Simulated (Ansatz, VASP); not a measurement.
**One calculation of MgS, two programs**

Contents of POSCAR:

```
MgS
1.0
    0.0000000000      2.8025680728      2.8696357606
    2.8025680728      0.0000000000      2.8696357606
    2.8025680728      2.8025680728      0.0000000000
Mg S
1 1
Direct
    0.0000000000      0.0000000000      0.0000000000
    0.2500000000      0.2500000000      0.2500000000
```

The input INCAR.step1:

```
PREC = Accurate
ENCUT = 520
ISMEAR = 0
SIGMA = 0.01
LREAL = F
LASPH = T
NELM = 60
NBANDS = 11
GGA = PE
ALGO = Normal
EDIFF = 1E-4
LWAVE = T
LCHARG = F
```

INCAR.step2

```
PREC = Accurate
ENCUT = 520
EDIFF = 1E-6
ISMEAR = 0
SIGMA = 0.01
LREAL = F
LASPH = T
NELM = 60
ALGO = Normal
ISIF = 2
LWAVE = F
LCHARG = F
METAGGA = R2SCAN
LMIXTAU = T
NBANDS = 11
ISTART = 1
```

KPOINTS

```
Automatic mesh
0
Gamma
  8 8 8
```

Input for Ansatz:

```yaml
crystal:
  lattice:
    - [0.0, 2.8025680728, 2.8696357606]
    - [2.8025680728, 0.0, 2.8696357606]
    - [2.8025680728, 2.8025680728, 0.0]
  atoms:
    - { symbol: Mg, position: [0.0, 0.0, 0.0] }
    - { symbol: S, position: [0.25, 0.25, 0.25] }
kpoints:
  mp_grid: { grid: [8, 8, 8] }
  band_path:
    path:
      - [0.0, 0.0, 0.0]
      - [-0.5, -0.5, 0.0]
      - [-0.375, -0.375, 0.25]
      - [-0.375, 0.0, 0.375]
      - [0.0, 0.0, 0.5]
      - [-0.5, -0.25, 0.25]
    npoints: 1
hamiltonian:
  xc: r2scan
scf:
  occupations: { method: fixed }
  n_extra_bands: 4
output:
  forces: true
  stress: true
  eigenvalues: true
  write_density: true
  write_potential: true
  elf: true
  volumetric_format: npy
```

Change from the starting cell: epitaxial_xy strain -1.0%.

Alike in both runs: task single point; functional r2SCAN; k mesh 8 × 8 × 8; no spin polarisation.

|  | VASP | Ansatz |
| --- | --- | --- |
| version | VASP 6.6.1 | Ansatz 0.2.0 |
| potentials or method | VASP PAW PBE potentials, release 64 (Mg, S) | plane waves, PAW |
| plane-wave cutoff (eV) | 520 | 500 |
| occupations | gaussian, width 0.01 eV | fixed |
| valence electrons in the cell | 8 | 16 |

```csv
,VASP,Ansatz,Ansatz less VASP
gap on the k mesh at the Fermi level (eV),4.14,4.15,+0.012
pressure (GPa),0.1,0.4,+0.29
largest component of the traceless stress (GPa),0.40,0.38,-0.011
```

The two sets of potentials don't hold the same shells in valence.

Caveats: the PAW data sets were made with another functional, which shifts forces and pressure a little (VASP). A k mesh can miss the band edges.
